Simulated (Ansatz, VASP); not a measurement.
# Ga26CN27 (C_Ga): VASP beside Ansatz

Aim: how closely do two programs agree when they are given the same cell, functional and k mesh? The cell is taken from a series of runs on this material, whose earlier steps may have relaxed, scaled, displaced or heated it; both programs get it as it stands.

Calculated with Ansatz 0.2.0; plane waves, with VASP 6.6.1 beside it; single point at r2SCAN.

## (1) Starting point

The cell holds 54 atoms: 26 Ga, 27 N and 1 C. Its edges and angles: a = 9.542 Å, b = 9.542 Å, c = 9.542 Å, α = 60.0°, β = 60.0°, γ = 60.0°. It derives from GaN (GaN (F-43m)). Nearest the centre at fractional (0.333, 0.667, 0.667): C54 at 0.01 Å, N41 at 1.59 Å, N43 at 1.59 Å, N44 at 1.59 Å, N35 at 1.60 Å, Ga23 at 3.13 Å, Ga13 at 3.13 Å, Ga15 at 3.13 Å.

As a file:

```cif
data_structure
_symmetry_space_group_name_H-M 'P 1'
_symmetry_Int_Tables_number 1
_cell_length_a 9.5421
_cell_length_b 9.5421
_cell_length_c 9.5421
_cell_angle_alpha 60.000
_cell_angle_beta 60.000
_cell_angle_gamma 60.000
_cell_volume 614.35
loop_
_atom_site_label
_atom_site_type_symbol
_atom_site_fract_x
_atom_site_fract_y
_atom_site_fract_z
_atom_site_occupancy
Ga1 Ga 0.99880 0.00131 0.00065 1
Ga2 Ga 0.99880 0.00129 0.33252 1
Ga3 Ga 0.00698 0.99798 0.66416 1
Ga4 Ga 0.99879 0.33316 0.00066 1
Ga5 Ga 0.99956 0.33395 0.33329 1
Ga6 Ga 0.99956 0.33395 0.66646 1
Ga7 Ga 0.00699 0.66481 0.99733 1
Ga8 Ga 0.99957 0.66710 0.33329 1
Ga9 Ga 0.00694 0.66483 0.66419 1
Ga10 Ga 0.33192 0.00090 0.00027 1
Ga11 Ga 0.33043 0.99798 0.34072 1
Ga12 Ga 0.33045 0.99797 0.66419 1
Ga13 Ga 0.33043 0.34135 0.99734 1
Ga14 Ga 0.33275 0.33394 0.33330 1
Ga15 Ga 0.33043 0.34133 0.66419 1
Ga16 Ga 0.33047 0.66485 0.99729 1
Ga17 Ga 0.33043 0.66482 0.34068 1
Ga18 Ga 0.66652 0.00088 0.00024 1
Ga19 Ga 0.66694 0.00131 0.33253 1
Ga20 Ga 0.66652 0.00091 0.66566 1
Ga21 Ga 0.66693 0.33318 0.00065 1
Ga22 Ga 0.66691 0.33318 0.33253 1
Ga23 Ga 0.66356 0.34139 0.66417 1
Ga24 Ga 0.66652 0.66631 0.00025 1
Ga25 Ga 0.66358 0.66482 0.34074 1
Ga26 Ga 0.66356 0.66485 0.66420 1
N27 N 0.08267 0.08396 0.08333 1
N28 N 0.08258 0.08374 0.41631 1
N29 N 0.08261 0.08374 0.75064 1
N30 N 0.08258 0.41695 0.08309 1
N31 N 0.08287 0.41723 0.41659 1
N32 N 0.08258 0.41697 0.75064 1
N33 N 0.08261 0.75130 0.08308 1
N34 N 0.08258 0.75128 0.41633 1
N35 N 0.12857 0.73535 0.73471 1
N36 N 0.41535 0.08477 0.08414 1
N37 N 0.41693 0.08372 0.41634 1
N38 N 0.41534 0.08480 0.74909 1
N39 N 0.41692 0.41699 0.08308 1
N40 N 0.41690 0.41696 0.41634 1
N41 N 0.40093 0.46298 0.73471 1
N42 N 0.41535 0.74972 0.08414 1
N43 N 0.40094 0.73534 0.46232 1
N44 N 0.40097 0.73538 0.73471 1
N45 N 0.74960 0.08397 0.08333 1
N46 N 0.74960 0.08397 0.41641 1
N47 N 0.75039 0.08480 0.74907 1
N48 N 0.74958 0.41706 0.08333 1
N49 N 0.74935 0.41696 0.41632 1
N50 N 0.74935 0.41699 0.75065 1
N51 N 0.75040 0.74971 0.08415 1
N52 N 0.74935 0.75130 0.41634 1
N53 N 0.75040 0.74973 0.74909 1
C54 C 0.33281 0.66720 0.66656 1
```

## (2) Ansatz: single point, r2SCAN

Ansatz runs on its PAW soft_1 files.

With cell and atoms fixed, the geometry can't cause a difference; cores, projectors, grids and the points listed under the comparison can.

File input.yaml:

```yaml
crystal:
  checkpoint: "../qp1.relax.run"
  host: checkpoint
basis:
  ecutwfc: 500
  xc_grid: 2
hamiltonian:
  xc: r2scan
  pseudopotentials: { kind: paw, azcp: { folder: soft_1 } }
kpoints:
  mp_grid: { grid: [2, 2, 2], shift: [0.5, 0.5, 0.5] }
scf:
  occupations: { method: fixed }
  max_iter: 60
output:
  forces: true
  eigenvalues: true
  charged_corrections: { defect_position: [0.333333, 0.666667, 0.666667] }
checkpoint:
  read: "../qp1.relax.run"
  write: "../qp1.point_neutral.run"
  compress: false
  write_wavefunctions: false
  write_every: 100000
magnetization:
  spin_polarized: true
  initial_magnetization: 1
  spin_locking: { lock_magnetization: hard }
```

The run is started by

```sh
$ ansatz run input.yaml --threads 4 --pin off --max-ram 7536MiB --backend cpu --events-out ev --progress --plain --runs-dir out
```

Numbers of over 12 decimals in the logs are rounded to 6 here.

Output:

```text
Warning: at least one further symmetry operation maps every atom of the structure, as the run holds it, onto an atom to within 4.15e-5 (fractional), and is not used: no operation is sought that the atoms, as the run holds them, miss by more than 2.00e-5, twice crystal.symmetry.tolerance (1.0e-5). The run uses 1 unitary operations. The run imposes no operation that its atoms and lattice do not hold. Figures that only  [...]
Warning: This run holds its total moment fixed (magnetization.spin_locking.lock_magnetization: hard) and mixes its density by anderson or broyden (scf.mixing.algorithm, typed or taken by auto). Slabs with a fixed moment have converged under broyden above another state at the same moment, at the default mixing steps and at smaller ones, and under scf.lower_state_search: standard, light or off a state that such a mixer [...]
checkpoint.read: the saved state was converged at a total charge of 1 e, and this run's is 0 e: a saved density that it takes is scaled to its electron count
crystal.checkpoint: the structure is that of <dir>, a `relax` run, at its step 6: its result, under r2scan at a charge of 1 e; 54 atoms read, 0 with a starting moment; this deck's charge is 0 e; crystal.structure_sha256 for this input is
Engine: ansatz 0.2.0, aarch64-unknown-linux-gnu
Pseudopotentials: kind: paw
Pseudopotential: Ga, paw, valence charge 13, recommended cutoff 500 eV (meta_gga), soft_1/Ga.paw.azcp
Pseudopotential: N, paw, valence charge 5, recommended cutoff 500 eV (meta_gga), soft_1/N.paw.azcp
Pseudopotential: C, paw, valence charge 4, recommended cutoff 500 eV (meta_gga), soft_1/C.paw.azcp
Functional definition: r2SCAN
  parameter k0 = 0.174
  parameter k1 = 0.065
  parameter a1 = 4.9479
  exchange = r2scan_x(k0 = k0, k1 = k1, a1 = a1)
  correlation = r2scan_c
Crystal: 54 atoms, lattice volume = 614.353 Å³
Basis set: ecut = 500 eV, 15593 PW (Γ), exchange–correlation on 144×144×144 points (8 copies of the dense FFT grid, shifted against one another)
Bands: 293, of which v1, the nominal top of the filled ones, is band 239 counted from 1 (238 counted from 0)
Symmetry: 1 space group operations
Space group: P1 (ITA 1), of the structure as read, at distance tolerance 8.5e-5 Å
Magnetic group: BNS 1.1 (UNI 1), of the structure as read, at distance tolerance 8.5e-5 Å
k-points: 4 of 8 (time reversal used)
Non-local potential: Ga, projectors of the file, l = 0: 2, l = 1: 2, l = 2: 3, l = 3: 1
Non-local potential: N, projectors of the file, l = 0: 2, l = 1: 2, l = 2: 1
Non-local potential: C, projectors of the file, l = 0: 2, l = 1: 2, l = 2: 1
PAW form: soft (Blöchl's): semilocal exchange-correlation on the pseudo side does not see the compensation charge
PAW frozen core: Ga, regenerated for the run's functional (the file was generated under x = pbe(κ = 0.804, μ = 0.219515), c = pbe(β = 0.066725))
PAW frozen core: N, regenerated for the run's functional (the file was generated under x = pbe(κ = 0.804, μ = 0.219515), c = pbe(β = 0.066725))
PAW frozen core: C, regenerated for the run's functional (the file was generated under x = pbe(κ = 0.804, μ = 0.219515), c = pbe(β = 0.066725))
PAW one-centre angular grid: Ga, 590 points (default); XC on 160 Gauss nodes
PAW one-centre angular grid: N, 302 points (default); XC on 160 Gauss nodes
PAW one-centre angular grid: C, 302 points (default); XC on 219 of its mesh's 2255 points in the sphere
Initial density: read from a saved state, or passed on in memory by an earlier SCF of this step, an earlier step, the calling program or the single point that the run made first
Starting moments: Σ|m| = 1 μB on 54 of 54 sites; this step starts from the density that it was given
Initial wavefunctions: those read from a saved state, or passed on in memory by an earlier step or the calling program
Functional: x = r2scan, c = r2scan; τ floored in thin density (d = 2e-4 eV/Å³)
[...]
k-point 1 ↑: bands = [... 235 lower, 8.7257, 8.8265, 8.9671, 12.4639, 12.9847, 13.4141, 13.6975, 13.8058, ... 50 higher]
  k-point 2 ↑: bands = [... 235 lower, 8.7256, 8.8265, 8.9670, 12.4640, 12.9848, 13.4140, 13.6975, 13.8058, ... 50 higher]
  k-point 3 ↓: bands = [... 235 lower, 8.7534, 8.8553, 8.9964, 12.6510, 13.0816, 13.4945, 13.8084, 13.9662, ... 50 higher]
```

## (3) VASP: single point, r2SCAN

The same cell, functional and mesh now go to VASP, with its own data sets.

Lines of VASP's logs that name or quote its potential files are left out, and so is its time.

File INCAR:

```
SYSTEM = Ga26CN27
PREC = Accurate
ENCUT = 580
EDIFF = 1E-06
NELM = 200
ISMEAR = 0
SIGMA = 0.01
LREAL = Auto
ALGO = Normal
METAGGA = R2SCAN
LASPH = .TRUE.
NBANDS = 276
ISPIN = 2
MAGMOM = 0 0 0.01 0 0 0 0.01 0 0.01 0 0.01 0.01 0.01 0 0.01 0.01 0.01 0 0 0 0 0 0.01 0 0.01 0.01 0.01 0.01 0.01 0.01 0 0.01 0.01 0.01 0.02 0.02 0.01 0.02 0.01 0.01 0.02 0.02 0.02 0.02 0.01 0.01 0.02 0.01 0.01 0.01 0.02 0.01 0.02 0.06
LORBIT = 11
LWAVE = .FALSE.
LCHARG = .FALSE.
ISIF = 2
ISYM = 0
NUPDOWN = 1
GGA_COMPAT = .FALSE.
LMIXTAU = .TRUE.
```

File POSCAR:

```
Ga26CN27
1.0
    0.0000000000      6.7472908298      6.7472908298
    6.7472908298      0.0000000000      6.7472908298
    6.7472908298      6.7472908298      0.0000000000
Ga N C
26 27 1
Direct
    0.9988007448      0.0013070517      0.0006503077
    0.9988007699      0.0012894219      0.3325241040
    0.0069766337      0.9979828395      0.6641619092
    0.9987862826      0.3331626402      0.0006554142
    0.9995628300      0.3339527093      0.3332928134
    0.9995628869      0.3339520389      0.6664554334
    0.0069873908      0.6648067658      0.9973261104
    0.9995718029      0.6671042905      0.3332884289
    0.0069363319      0.6648261135      0.6641908209
    0.3319225576      0.0008976996      0.0002656586
    0.3304276753      0.9979808864      0.3407190817
    0.3304525925      0.9979705670      0.6641889465
    0.3304304487      0.3413510544      0.9973355044
    0.3327454312      0.3339386443      0.3332969395
    0.3304305553      0.3413311355      0.6641879738
    0.3304676900      0.6648471600      0.9972879966
    0.3304313507      0.6648173249      0.3406773179
    0.6665239658      0.0008811062      0.0002397556
    0.6669350480      0.0013056381      0.3325319022
    0.6665209213      0.0009099278      0.6656562054
    0.6669296122      0.3331812360      0.0006523230
    0.6669086254      0.3331781335      0.3325259311
    0.6635638679      0.3413860698      0.6641725138
    0.6665224658      0.6663103000      0.0002547411
    0.6635751669      0.6648152028      0.3407406344
    0.6635591070      0.6648515605      0.6642049617
    0.0826712753      0.0839618445      0.0833258042
    0.0825804582      0.0837402442      0.4163115529
    0.0826082518      0.0837356406      0.7506429051
    0.0825772043      0.4169505766      0.0830949721
    0.0828669194      0.4172342077      0.4165911644
    0.0825813188      0.4169664972      0.7506447374
    0.0826107651      0.7512980785      0.0830788667
    0.0825816016      0.7512772443      0.4163295600
    0.1285684159      0.7353479144      0.7347070849
    0.4153508411      0.0847743151      0.0841355805
    0.4169287616      0.0837197468      0.4163448675
    0.4153443928      0.0848012787      0.7490890661
    0.4169227497      0.4169851651      0.0830848904
    0.4169003945      0.4169610459      0.4163375757
    0.4009332703      0.4629766583      0.7347080048
    0.4153537291      0.7497226119      0.0841436163
    0.4009397619      0.7353387908      0.4623202771
    0.4009686407      0.7353776986      0.7347107258
    0.7496001789      0.0839746294      0.0833311761
    0.7495951857      0.0839740213      0.4164090035
    0.7503880378      0.0847964957      0.7490681316
    0.7495826514      0.4170592179      0.0833283564
    0.7493489825      0.4169626106      0.4163221056
    0.7493508598      0.4169939209      0.7506496929
    0.7504025364      0.7497065386      0.0841462745
    0.7493539672      0.7512977404      0.4163448870
    0.7504005730      0.7497330837      0.7490882808
    0.3328075091      0.6672040283      0.6665557258
```

File KPOINTS:

```
Points of the shifted mesh
8
Reciprocal
 0.2500000000  0.2500000000  0.2500000000 1
 0.2500000000  0.2500000000  0.7500000000 1
 0.2500000000  0.7500000000  0.2500000000 1
 0.2500000000  0.7500000000  0.7500000000 1
 0.7500000000  0.2500000000  0.2500000000 1
 0.7500000000  0.2500000000  0.7500000000 1
 0.7500000000  0.7500000000  0.2500000000 1
 0.7500000000  0.7500000000  0.7500000000 1
```

Potentials, in the order of the species: Ga_d, N and C (PBE family, release 64).

The run is started by

```sh
$ export OMP_NUM_THREADS=3
$ mpirun -np 1 vasp_std
```

Output:

```text
[banner, memory and clock lines left out]
running    1 mpi-ranks, on    1 nodes
[...]
Offloading initialized ...    1 GPUs detected
[...]
|                                                                             |
|               ----> ADVICE to this user running VASP <----                  |
|                                                                             |
|     You enforced a specific xc type in the INCAR file but a different       |
|     [... a line on the potential file left out ...]
|     I HOPE YOU KNOW WHAT YOU ARE DOING!                                     |
|                                                                             |

 LDA part: xc-table for (None), standard interpolation
 POSCAR, INCAR and KPOINTS ok, starting setup
[...]
entering main loop
       N       E                     dE             d eps       ncg     rms          rms(c)
DAV:   1     0.954979068914E+04    0.95498E+04   -0.18502E+05  9096   0.350E+03
DAV:   2     0.195183374724E+04   -0.75980E+04   -0.72490E+04  8832   0.103E+03
DAV:   3    -0.318571363582E+03   -0.22704E+04   -0.21385E+04 10408   0.357E+02
DAV:   4    -0.668915930819E+03   -0.35034E+03   -0.33893E+03  9712   0.137E+02
[...]
DAV:  20    -0.583069874822E+03   -0.21544E-05   -0.52225E-06  8328   0.149E-02    0.502E-03
DAV:  21    -0.583069876845E+03   -0.20234E-05   -0.54091E-06  8712   0.137E-02    0.153E-03
DAV:  22    -0.583069877206E+03   -0.36094E-06   -0.14664E-06  5440   0.903E-03
   1 F= -.58306988E+03 E0= -.58306988E+03  d E =-.151377E-32  mag=     1.0000
```

OUTCAR, selected parts (step 3):

```text
  FREE ENERGIE OF THE ION-ELECTRON SYSTEM (eV)
  ---------------------------------------------------
  free  energy   TOTEN  =      -583.0698772062 eV

  energy  without entropy=     -583.0698772062  energy(sigma->0) =     -583.06987721

 magnetization (x)
# of ion       s       p       d       tot
------------------------------------------
    1        0.001  -0.000  -0.000   0.000
    2        0.001   0.000  -0.000   0.001
    3        0.010   0.007   0.001   0.017
    4        0.001   0.000  -0.000   0.001
    5        0.001  -0.000   0.001   0.002
    6        0.002  -0.000   0.001   0.002
    7        0.010   0.007   0.001   0.017
    8        0.002  -0.000   0.001   0.002
    9        0.010   0.007   0.001   0.018
   10        0.002  -0.001   0.000   0.001
   11        0.010   0.007   0.001   0.017
   12        0.011   0.007   0.001   0.018
   13        0.010   0.007   0.001   0.017
[...]
--------------------------------------------------
tot          0.356   0.276   0.011   0.642

[... 1 further part left out ...]
```

The run ends at a pressure of -2.27 GPa, with forces up to 0.45 eV/Å.

## (4) Side by side

Known differences besides the potentials themselves: VASP starts from the moments at which Ansatz ended; VASP keeps PBE cores, Ansatz makes them for the functional; fixed occupations in Ansatz, narrow Gaussian smearing in VASP; the cutoff is 500 eV in Ansatz and 580 eV in VASP (PREC = Accurate, projectors in real space); site moments are counted in spheres of each program's own size. Total energies have different zeros and are not compared.

Compared:

| quantity | Ansatz | VASP | difference |
| --- | --- | --- | --- |
| total moment, fixed by the input (μB) | 1.00 | 1.00 | 0.00 |
| moment on C54 (μB) | 0.06 | 0.07 | -0.01 |

Forces on 7 of the 54 atoms, those with the largest forces and the largest differences (eV/Å; atoms numbered as in POSCAR):

| atom | Ansatz x, y, z | VASP x, y, z |
| --- | --- | --- |
| Ga9 | 0.396, 0.057, 0.058 | 0.427, 0.061, 0.063 |
| Ga11 | -0.394, 0.067, -0.067 | -0.422, 0.072, -0.074 |
| Ga12 | -0.069, 0.408, -0.069 | -0.074, 0.431, -0.071 |
| Ga13 | -0.392, -0.067, 0.067 | -0.423, -0.073, 0.072 |
| Ga15 | 0.057, 0.397, 0.058 | 0.065, 0.425, 0.066 |
| Ga16 | -0.068, -0.068, 0.405 | -0.075, -0.072, 0.427 |
| Ga26 | 0.405, -0.069, -0.068 | 0.434, -0.079, -0.076 |

The forces differ by 9.1 meV/Å r.m.s., which is 6.4 % of the r.m.s. force of 0.141 eV/Å (both taken over all components).

## (5) Summary of results

```
r.m.s. force difference (single point, r2SCAN) : 9.1 meV/Å
```

**Reading.** The r.m.s. force difference is 9.1 meV/Å (single point, r2SCAN), within the 12 meV/Å picked in this series as the mark of a large difference. How closely two codes agree says nothing of how well the functional describes the real material.

[Lines on the potential files, build, host, timing and source positions are cut from VASP's logs without a mark.]

[Logs are printed without paths, hosts, clocks, repeated set-up lines and the standing remarks that a program may print on its own settings, such as how far it seeks lower states.]

[Hosts, paths, dates, database ids (printed as entryN), source tags and the programs' standing remarks are cut or masked in the printed files.]
